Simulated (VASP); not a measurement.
# Ti: convergence, energy along a vibration (SMASS = -2)

Ti, Im-3m (no. 229), atoms displaced along the mode, 2 atoms in the cell. PBE, energy along a line of displacements; PAW potentials Ti (PBE set). VASP 6.6.1.

Wanted: harmonic frequency within 1 %.

Space group without the displacement: Im-3m (no. 229); Mode: mode at H.

POSCAR:
```
Ti
1.0
    3.2820000000      0.0000000000      0.0000000000
    0.0000000000      3.2820000000      0.0000000000
    0.0000000000      0.0000000000      3.2820000000
Ti
2
Direct
   -0.0121876904      0.0000000000      0.0000000000
    0.5121876904      0.5000000000      0.5000000000

    0.0100000000   0.0000000000   0.0000000000
   -0.0100000000   0.0000000000   0.0000000000
```

The series start from k mesh: 6 × 6 × 6; Cutoff (eV): 260; Step along the mode (Å): 0.02; Electronic threshold (eV): 1e-7. Each series keeps the choices made before it, and each single choice may use up half of a tolerance.

## k mesh

| k mesh | Harmonic frequency (THz) | Time (s) |
|---|---|---|
| 3 × 3 × 3 | 8.082 | 15 |
| 4 × 4 × 4 | -3.349 | 23 |
| 5 × 5 × 5 | 6.188 | 30 |
| 6 × 6 × 6 | 5.264 | 44 |
| 7 × 7 × 7 | 5.775 | 49 |
| 9 × 9 × 9 | 6.088 | 90 |
| 12 × 12 × 12 (reference) | 5.616 | 190 |

## Cutoff (eV)

| Cutoff (eV) | Harmonic frequency (THz) | Time (s) |
|---|---|---|
| 140 | 5.193 | 70 |
| 170 | 5.554 | 67 |
| 200 | 5.641 | 83 |
| 230 | 5.636 | 87 |
| 260 | 5.616 | 190 |
| 300 (reference) | 5.623 | 235 |

## Electronic threshold (eV)

| Electronic threshold (eV) | Harmonic frequency (THz) | Time (s) |
|---|---|---|
| 0.001 | 5.643 | 46 |
| 0.0001 | 5.643 | 50 |
| 1e-5 | 5.641 | 55 |
| 1e-6 | 5.64 | 61 |
| 1e-7 | 5.641 | 83 |
| 1e-8 (reference) | 5.641 | 92 |

## Question

The rows run from the loosest to the tightest. For each series: choose the loosest value from which every tighter one stays within half of the tolerance.

## Answer

- k mesh: 12 × 12 × 12, the tightest run, since the next looser one is off by more than half of the tolerance (convergence isn't shown beyond it)
- Cutoff (eV): 200
- Electronic threshold (eV): 0.001

## All choices together

| Input | Harmonic frequency (THz) | Time (s) |
|---|---|---|
| defaults on a coarse mesh (naive) | 8.345 | 2.8 |
| chosen settings | 5.643 | 46 |
| reference settings throughout | 5.604 | 223 |

The chosen settings stay within the tolerance of the reference run, but the reference itself isn't shown to be converged in: k mesh.

## The input

INCAR:
```
GGA      = PE             # functional
PREC     = Accurate       # precision mode
ENCUT    = 200            # plane-wave cutoff, eV
EDIFF    = 0.001          # SCF threshold, eV
ALGO     = Normal         # electronic algorithm
LREAL    = False          # projectors in reciprocal space
LASPH    = True           # aspherical terms in the spheres
ISMEAR   = 1              # smearing method
SIGMA    = 0.15           # smearing width, eV
ISYM     = 0            
LWAVE    = False          # write WAVECAR
LCHARG   = False          # write CHGCAR
IBRION   = 0              # ionic algorithm
SMASS    = -2           
POTIM    = 1              # step
NSW      = 9              # ionic steps
NELMIN   = 4            
IWAVPR   = 11           
KPAR     = 2             
```

KPOINTS:
```
Automatic mesh
0
Gamma
  12 12 12
  0 0 0
```

Commands:
```
cat potpaw_PBE.64/Ti/POTCAR > POTCAR
mpirun -np 2 vasp_std > vasp.out
```

Limits: NELMIN = 4 forces that many electronic steps, so a loose EDIFF looks better here than it is.

The chosen input took VASP 6.6.1 46 s on 2 cores (Intel Xeon Platinum 8259CL @ 2.50GHz (Skylake/Cascade Lake)), a shared host.

## An input that fails: POTIM multiplies the typed steps tenfold

It runs to its end, but against the unchanged starting input it is off by 203 % in the harmonic frequency.

Changes against the starting input:
```
- POTIM = 1
+ POTIM = 10
```
